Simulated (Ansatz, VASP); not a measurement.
Two plane-wave programs on Cu

```
Cu
1.0
     0.00000    2.67572    2.67572
     2.67572    0.00000    2.67572
     2.67572    2.67572    0.00000
Cu
2
Direct
  0.00000 0.00000 0.00000
  0.25000 0.25000 0.25000
```

Alike in both runs: functional PBE; k mesh 18 × 18 × 18; occupations gaussian, width 0.1 eV; no spin polarisation.

Ansatz relaxed the structure, and its values are those at the end. VASP's run is a single point on that final structure, the one shown.

```csv
,VASP,Ansatz
version,VASP 6.6.1,Ansatz 0.2.0
potentials or method,"VASP PAW PBE potentials, release 64 (Cu)","scalar-relativistic, plane waves, PAW"
plane-wave cutoff (eV),520,420
valence electrons in the cell,22,38
```

```csv
,VASP,Ansatz,Ansatz less VASP
gap on the k mesh at the Fermi level (eV),none,none,-
pressure (GPa),0.0,0.0,0.00
```

A gap of «none» marks a metal or a gap that the smearing closes. The two sets of potentials don't hold the same shells in valence.
